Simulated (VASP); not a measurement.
# Ta (Im-3m) in VASP: further runs

One crystal, Ta, is run at these levels: r2SCAN; tasks: relaxation of cell and atoms.

Everything below comes from runs of VASP 6.6.1. Logs are shortened: lines on timing, memory, paths and dates and some standing lists are left out, and cuts for length are marked.

**1. The structure**

Symmetry: Im-3m, No. 229, cubic system. The conventional cell has a = 3.303 Å, b = 3.303 Å, c = 3.303 Å, α = 90.00°, β = 90.00°, γ = 90.00°. Ta (site symmetry m-3m) has 8 Ta at 2.86 Å as nearest neighbours.

**2. Relaxation of cell and atoms, r2SCAN**

Input file INCAR:

```
PREC = Accurate ; ENCUT = 600
EDIFF = 1E-6 ; ISMEAR = -1
SIGMA = 0.05 ; LREAL = F
LASPH = T ; NELM = 60
ALGO = Normal ; ISIF = 3
LWAVE = F ; LCHARG = F
METAGGA = R2SCAN ; LMIXTAU = T
IBRION = 2 ; NSW = 60
EDIFFG = -0.005 ; PSTRESS = 0
```

Input file KPOINTS:

```
Automatic mesh
0
Gamma
  23 23 23
```

Input file POSCAR:

```
Ta
1.0
   -1.6515000000      1.6515000000      1.6515000000
    1.6515000000     -1.6515000000      1.6515000000
    1.6515000000      1.6515000000     -1.6515000000
Ta
1
Direct
    0.0000000000      0.0000000000      0.0000000000
```

Potentials or basis: VASP PAW PBE potentials, release 64 (Ta_pv).

Command:

```console
cat potpaw_PBE.64/Ta_pv/POTCAR > POTCAR
mpirun -np 1 vasp_std > vasp.out
```

OUTCAR:

```text
PREC = Accurate
   ENCUT = 600
   EDIFF = 1E-6
   ISMEAR = -1
   LREAL = F
   LASPH = T
   NELM = 60
   ISIF = 3
   METAGGA = R2SCAN
   IBRION = 2
   NSW = 60
   EDIFFG = -0.005
   PSTRESS = 0

 ion  position               nearest neighbor table
   1  0.000  0.000  0.000-

  LATTYP: Found a body centered cubic cell.
 ALAT       =     3.3030000000

  Lattice vectors:

 A1 = (  -1.6515000000,   1.6515000000,   1.6515000000)
 A2 = (   1.6515000000,  -1.6515000000,   1.6515000000)
 A3 = (   1.6515000000,   1.6515000000,  -1.6515000000)

Analysis of symmetry for initial positions (statically):
=====================================================================
 Subroutine PRICEL returns:
 Original cell was already a primitive cell.

 Routine SETGRP: Setting up the symmetry group for a
 body centered cubic supercell.

 Subroutine GETGRP returns: Found 48 space group operations
 (whereof 48 operations were pure point group operations)
 out of a pool of 48 trial point group operations.

The static configuration has the point symmetry O_h .

Analysis of symmetry for dynamics (positions and initial velocities):
=====================================================================
 Subroutine PRICEL returns:
 Original cell was already a primitive cell.

 Routine SETGRP: Setting up the symmetry group for a
 body centered cubic supercell.

 Subroutine GETGRP returns: Found 48 space group operations
 (whereof 48 operations were pure point group operations)
 out of a pool of 48 trial point group operations.

The dynamic configuration has the point symmetry O_h .

 Subroutine INISYM returns: Found 48 space group operations
 (whereof 48 operations are pure point group operations),
 and found     1 'primitive' translations

----------------------------------------------------------------------------------------

                                     Primitive cell

  volume of cell :      18.0175

  direct lattice vectors                    reciprocal lattice vectors
    -1.651500000  1.651500000  1.651500000     0.000000000  0.302755071  0.302755071
     1.651500000 -1.651500000  1.651500000     0.302755071  0.000000000  0.302755071
     1.651500000  1.651500000 -1.651500000     0.302755071  0.302755071  0.000000000

  length of vectors
     2.860481909  2.860481909  2.860481909     0.428160328  0.428160328  0.428160328

  position of ions in fractional coordinates (direct lattice)
     0.000000000  0.000000000  0.000000000
[... 93 lines left out ...]
   IALGO  =     38    algorithm
   IMIX   =      4    mixing-type and parameters
     AMIX     =   0.40;   BMIX     =  1.00
     AMIX_MAG =   1.60;   BMIX_MAG =  1.00
  volume/ion in A,a.u.               =      18.02       121.59
  Fermi-wavevector in a.u.,A,eV,Ry     =   1.388802  2.624456 26.242541  1.928772
  Thomas-Fermi vector in A             =   2.512894
   LORBIT       =      0    0 simple, 1 ext, 2 COOP (PROOUT), +10 PAW based schemes
   METAGGA = R2SCAN    functional components
   LHFCALC =     F    Hartree Fock is set to
   AEXX    =    0.0000 exact exchange contribution
   IVDW    =     0    specifies the selected vdW correction
   LEPSILON=     F    determine dielectric tensor
   LRPA    =     F    only Hartree local field effects (RPA)
 conjugate gradient relaxation of ions
 non-spin polarized calculation
  energy-cutoff  :      600.00
  volume of cell :       18.02
 maximum number of plane-waves:       617
   NGX = 11   NGY = 11   NGZ = 11

--------------------------------------- Ionic step        1  -------------------------------------------

 number of electron      11.0000002 magnetization

 Free energy of the ion-electron system (eV)
  ---------------------------------------------------
  ext. energy  EPLUGINS =         0.00000000
  ---------------------------------------------------
  free energy    TOTEN  =       -48.58542253 eV

  energy without entropy =      -48.57575009  energy(sigma->0) =      -48.58058631

------------------------ aborting loop because EDIFF is reached ----------------------------------------

  FORCE on cell =-STRESS in cart. coord.  units (eV):
  Direction    XX          YY          ZZ          XY          YZ          ZX
  --------------------------------------------------------------------------------------
  -------------------------------------------------------------------------------------
  Total        0.1101378      0.1101378      0.1101378      0.0000000     -0.0000000      0.0000000
  in kB        9.7938020      9.7938020      9.7938020      0.0000000     -0.0000000      0.0000000
  external PRESSURE =       9.7938020 kB  Pullay stress =       0.0000000 kB
[... 57 lines left out ...]
--------------------------------------- Ionic step        3  -------------------------------------------

 number of electron      11.0000002 magnetization

 Free energy of the ion-electron system (eV)
  ---------------------------------------------------
  ext. energy  EPLUGINS =         0.00000000
  ---------------------------------------------------
  free energy    TOTEN  =       -48.58567767 eV

  energy without entropy =      -48.57594450  energy(sigma->0) =      -48.58081109

 E-fermi :   5.2767     XC(G=0): -13.7420

 val. band max:        5.2754523331   @ k =  -0.3913   0.3913   0.1739
 cond. band min:       5.2836499550   @ k =   0.3478   0.1739   0.0435
 fundamental gap:      0.0081976219
 Fermi energy:         5.2767317887

 k-point     1 :       0.0000    0.0000    0.0000
  band No.  band energies     occupation
      1     -28.9611      2.00000
      2     -28.9611      2.00000
      3     -28.9611      2.00000
      4      -3.0255      2.00000
      5       6.1259      0.00000
      6       6.1259      0.00000
      7       6.1259      0.00000
      8       9.5948      0.00000
      9       9.5948      0.00000
[... 265 lines left out ...]
 k-point    24 :       0.0870    0.0870    0.0000
  band No.  band energies     occupation
      1     -29.2316      2.00000
      2     -29.0226      2.00000
      3     -28.9845      2.00000
      4      -2.0230      2.00000
      5       5.5927      0.00359
      6       5.6959      0.00046
      7       7.1807      0.00000
      8       8.8003      0.00000
      9       9.7167      0.00000

 [... further k-points ...]

------------------------ aborting loop because EDIFF is reached ----------------------------------------

  FORCE on cell =-STRESS in cart. coord.  units (eV):
  Direction    XX          YY          ZZ          XY          YZ          ZX
  --------------------------------------------------------------------------------------
  -------------------------------------------------------------------------------------
  Total        0.0009952      0.0009952      0.0009952      0.0000000      0.0000000      0.0000000
  in kB        0.0880814      0.0880814      0.0880814      0.0000000      0.0000000      0.0000000
  external PRESSURE =       0.0880814 kB  Pullay stress =       0.0000000 kB
[... 16 lines left out ...]
  FREE ENERGIE OF THE ION-ELECTRON SYSTEM (eV)
  ---------------------------------------------------
  free  energy   TOTEN  =       -48.5856776745 eV

  energy  without entropy=      -48.5759444990  energy(sigma->0) =      -48.58081109

 reached required accuracy - stopping structural energy minimisation
```

OSZICAR:

```text
N       E                     dE             d eps       ncg     rms          rms(c)
DAV:   1     0.143586924580E+02    0.14359E+02   -0.72919E+03  6552   0.134E+03
[... 31 lines left out ...]
DAV:   2    -0.485865546242E+02    0.63015E-02   -0.87641E-03  6692   0.120E+00    0.268E-01
DAV:   3    -0.485852913019E+02    0.12633E-02   -0.51426E-03  6675   0.902E-01    0.102E-01
DAV:   4    -0.485842226914E+02    0.10686E-02   -0.17724E-03  6643   0.530E-01    0.426E-02
DAV:   5    -0.485856593303E+02   -0.14366E-02   -0.75662E-04  6590   0.362E-01    0.904E-03
DAV:   6    -0.485856672316E+02   -0.79013E-05   -0.26896E-05  7019   0.697E-02    0.929E-03
DAV:   7    -0.485856784961E+02   -0.11265E-04   -0.31758E-06  6676   0.281E-02    0.426E-03
DAV:   8    -0.485856776745E+02    0.82159E-06   -0.67163E-08  3331   0.316E-03
   3 F= -.48585678E+02 E0= -.48580811E+02  d E =-.255147E-03
```

CONTCAR:

```text
Ta
   1.00000000000000
    -1.6540919461575376    1.6540919461575376    1.6540919461575376
     1.6540919461575376   -1.6540919461575376    1.6540919461575376
     1.6540919461575376    1.6540919461575376   -1.6540919461575376
  Ta
     1
Direct
     0.0000000000000000    0.0000000000000000    0.0000000000000000

  0.00000000E+00  0.00000000E+00  0.00000000E+00
```

Run time: 6 min. Hardware: 1 thread of Intel Xeon Platinum 8259CL at 2.50GHz (Skylake/Cascade Lake), shared host; peak memory 0.22 GiB.

Results:

* Free energy: -48.5857 eV
* Relaxed volume: 18.10 Å³/atom
* Relaxed cell: a = 2.865 Å, b = 2.865 Å, c = 2.865 Å, α = 109.47°, β = 109.47°, γ = 109.47°
* Space group after relaxing (to 0.05 Å): Im-3m (No. 229)
* Energy gained by relaxing: 0.3 meV/atom
* Ionic steps: 3
* Pressure after relaxing: 0.0 GPa
* Band gap on the k mesh: none (metal or under the smearing width)

The path:
| step | energy change (eV) | largest force (eV/Å) | pressure (GPa) | volume (Å³) |
| --- | --- | --- | --- | --- |
| 1 | 0.0000 | 0.0000 | 0.98 | 18.02 |
| 2 | 0.0012 | 0.0000 | -2.23 | 18.31 |
| 3 | -0.0003 | 0.0000 | 0.01 | 18.10 |

Final structure:
```cif
data_structure
_symmetry_space_group_name_H-M 'P 1'
_symmetry_Int_Tables_number 1
_cell_length_a 2.8650
_cell_length_b 2.8650
_cell_length_c 2.8650
_cell_angle_alpha 109.471
_cell_angle_beta 109.471
_cell_angle_gamma 109.471
_cell_volume 18.10
loop_
_atom_site_label
_atom_site_type_symbol
_atom_site_fract_x
_atom_site_fract_y
_atom_site_fract_z
_atom_site_occupancy
Ta1 Ta 0.00000 0.00000 0.00000 1
```

Caveat: the PAW data sets were made with another functional, which shifts forces and pressure a little. The run has no spin-orbit coupling, so splittings on Ta are missing.

**3. Relaxation of cell and atoms, r2SCAN, target pressure 10.6 GPa, at which the enthalpy is minimised**

INCAR: that of step 2 with these lines changed.

```diff
@@ -8,2 +8,2 @@
 IBRION = 2 ; NSW = 60
-EDIFFG = -0.005 ; PSTRESS = 0
+EDIFFG = -0.005 ; PSTRESS = 106.0
```

KPOINTS is that of step 2.

POSCAR is that of step 2.

Potentials or basis: VASP PAW PBE potentials, release 64 (Ta_pv).

Command:

```console
cat potpaw_PBE.64/Ta_pv/POTCAR > POTCAR
mpirun -np 1 vasp_std > vasp.out
```

Run time: 8.5 min. Hardware: 1 thread of Intel Xeon Platinum 8259CL at 2.50GHz (Skylake/Cascade Lake), shared host; peak memory 0.23 GiB.

Results (log left out):

* Free energy: -48.5593 eV
* Relaxed volume: 17.27 Å³/atom
* Relaxed cell: a = 2.820 Å, b = 2.820 Å, c = 2.820 Å, α = 109.47°, β = 109.47°, γ = 109.47°
* Space group after relaxing (to 0.05 Å): Im-3m (No. 229)
* Energy change on relaxing (the enthalpy is what falls): +26.1 meV/atom
* Ionic steps: 4
* Pressure after relaxing: 10.6 GPa
* Band gap on the k mesh: none (metal or under the smearing width)

The path:
| step | energy change (eV) | largest force (eV/Å) | pressure (GPa) | volume (Å³) |
| --- | --- | --- | --- | --- |
| 1 | 0.0000 | 0.0000 | 0.98 | 18.02 |
| 2 | 0.3472 | 0.0000 | 45.43 | 15.34 |
| 3 | 0.0237 | 0.0000 | 10.03 | 17.31 |
| 4 | 0.0261 | 0.0000 | 10.57 | 17.27 |

Final structure:
```yaml
crystal:
  lattice:
    - [-1.62835, 1.62835, 1.62835]
    - [1.62835, -1.62835, 1.62835]
    - [1.62835, 1.62835, -1.62835]
  atoms:
    - { symbol: Ta, position: [0.00000, 0.00000, 0.00000] }
```

Levels at points of the mesh, in eV from the Fermi level:
```
           k point  band 2  band 3  band 4  band 5  band 6  band 7  band 8  band 9
(0.00, 0.00, 0.00)  -34.03  -34.03   -8.48    0.85    0.85    0.85    4.49    4.49
```

Caveat: the cell is relaxed towards a set pressure, so the enthalpy falls and the energy may rise; the PAW data sets were made with another functional, which shifts forces and pressure a little. Spin-orbit coupling is left out, which matters for the levels of Ta.

**4. Relaxation of cell and atoms, r2SCAN, target pressure 20.8 GPa, at which the enthalpy is minimised**

INCAR: that of step 3 with these lines changed.

```diff
@@ -8,2 +8,2 @@
 IBRION = 2 ; NSW = 60
-EDIFFG = -0.005 ; PSTRESS = 106.0
+EDIFFG = -0.005 ; PSTRESS = 208.0
```

KPOINTS is that of step 3.

POSCAR is that of step 3.

Command:

```console
cat potpaw_PBE.64/Ta_pv/POTCAR > POTCAR
mpirun -np 1 vasp_std > vasp.out
```

Run time: 14 min. Hardware: 1 thread of Intel Xeon Platinum 8259CL at 2.50GHz (Skylake/Cascade Lake), shared host; peak memory 0.23 GiB.

The run converged. Its results:

| Item | Value |
| --- | --- |
| Free energy | -48.4952 eV |
| Relaxed volume | 16.61 Å³/atom |
| Relaxed cell | a = 2.784 Å, b = 2.784 Å, c = 2.784 Å, α = 109.47°, β = 109.47°, γ = 109.47° |
| Space group after relaxing (to 0.05 Å) | Im-3m (No. 229) |
| Energy change on relaxing (the enthalpy is what falls) | +90.2 meV/atom |
| Ionic steps | 7 |
| Pressure after relaxing | 20.8 GPa |
| Band gap on the k mesh | none (metal or under the smearing width) |

Step by step:
```csv
step,energy change (eV),largest force (eV/Å),pressure (GPa),volume (Å³)
1,0.0000,0.0000,0.98,18.02
2,1.6638,0.0000,132.78,12.81
3,0.0756,0.0000,18.85,16.73
4,0.0872,0.0000,20.40,16.63
5,0.0907,0.0000,20.86,16.60
6,0.0890,0.0000,20.63,16.62
7,0.0902,0.0000,20.80,16.61
```

Final structure:
```
Ta
1.0
    -1.60727    1.60727    1.60727
     1.60727   -1.60727    1.60727
     1.60727    1.60727   -1.60727
Ta
1
Direct
  0.00000 0.00000 0.00000
```

Levels at points of the mesh, in eV from the Fermi level:
| k point | band 3 | band 4 | band 5 | band 6 | band 7 | band 8 | band 9 |
| --- | --- | --- | --- | --- | --- | --- | --- |
| (0.00, 0.00, 0.00) | -33.87 | -8.61 | 0.85 | 0.85 | 0.85 | 4.63 | 4.63 |

Caveat: the cell is relaxed towards a set pressure, so the enthalpy falls and the energy may rise; the PAW data sets were made with another functional, which shifts forces and pressure a little. The run has no spin-orbit coupling, so splittings on Ta are missing.

**5. The runs side by side**

```tsv
cell	P gpa	target pressure	gap on the mesh (eV)	pressure (GPa)
relaxed	0	-	none	0.0
relaxed to 10.6 GPa	10.6	10.6 GPa	none	10.6
relaxed to 20.8 GPa	20.8	20.8 GPa	none	20.8
```

Alike in all rows: task relaxation of cell and atoms; level r2SCAN; potentials or basis VASP PAW PBE potentials, release 64 (Ta_pv); no spin polarisation; k mesh 23 × 23 × 23; cutoff (eV) 600; smearing fermi-dirac 0.05 eV.

Caveats: the PAW data sets were made with another functional, which shifts forces and pressure a little; the cell is relaxed towards a set pressure, so the enthalpy falls and the energy may rise (some runs).

Absolute energies hang on the potentials; compare differences alone.
